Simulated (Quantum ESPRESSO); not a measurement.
Wanted: the native input for a Quantum ESPRESSO 7.5 run.

* Task: relaxation of cell and atoms
* Functional: PBE
* Potentials or basis: SSSP 1.3 efficiency PBE
* Cutoff: 857 eV
* Density cutoff: 6884 eV
* k mesh: 12 × 12 × 12
* Occupations: fermi-dirac, width 0.05 eV
* Spin: no spin polarisation
* Target pressure: 20 GPa
* Mixing beta: 0.5
* Most SCF iterations: 120
* SCF threshold: 2e-10 Ry
* Most ionic steps: 40
* Forc conv thr: 0.0004 Ry/bohr
* Etot conv thr: 1e-05 Ry
* Ion dynamics: bfgs
* Cell dynamics: bfgs
* Press conv thr: 0.3 kbar

The system is Pt.

```
Pt
1.0
     0.00000    1.96090    1.96090
     1.96090    0.00000    1.96090
     1.96090    1.96090    0.00000
Pt
1
Direct
  0.00000 0.00000 0.00000
```

The input as run:

pw.in

```
&CONTROL
  calculation = 'vc-relax'
  prefix = 'pwscf'
  outdir = './tmp'
  pseudo_dir = './pseudo'
  tprnfor = .true.
  tstress = .true.
  disk_io = 'low'
  nstep = 40
  forc_conv_thr = 0.0004
  etot_conv_thr = 1d-05
/
&SYSTEM
  ibrav = 0
  nat = 1
  ntyp = 1
  ecutwfc = 63
  ecutrho = 506
  nbnd = 14
  occupations = 'smearing'
  smearing = 'fd'
  degauss = 0.00367493
/
&ELECTRONS
  conv_thr = 2d-10
  electron_maxstep = 120
  mixing_beta = 0.5
/
&IONS
  ion_dynamics = 'bfgs'
/
&CELL
  cell_dynamics = 'bfgs'
  press = 200
  press_conv_thr = 0.3
/
ATOMIC_SPECIES
Pt   195.0840 pt_pbe_v1.4.uspp.F.UPF
CELL_PARAMETERS bohr
   0.0000000000    3.7055639578    3.7055639578
   3.7055639578    0.0000000000    3.7055639578
   3.7055639578    3.7055639578    0.0000000000
ATOMIC_POSITIONS bohr
Pt     0.0000000000    0.0000000000    0.0000000000
K_POINTS automatic
12 12 12 0 0 0
```

Potentials or basis: SSSP 1.3 efficiency PBE.

The run is started by

```bash
$ OMP_NUM_THREADS=1 pw.x -in pw.in > pw.out
```

It gave:

The relaxed volume is 14.59 Å³/atom. The relaxed cell is a = 2.743 Å, b = 2.743 Å, c = 2.743 Å, α = 60.00°, β = 60.00°, γ = 60.00°. The space group after relaxing (to 0.05 Å) is Fm-3m (No. 225). The energy change on relaxing (the enthalpy is what falls) is +44.0 meV/atom. The ionic steps are 4 and the pressure after relaxing is 20.0 GPa. The band gap on the k mesh is none (metal or under the smearing width).

It took 68 s on 1 thread of Arm Neoverse V1, on a shared host, peak memory 0.11 GiB.
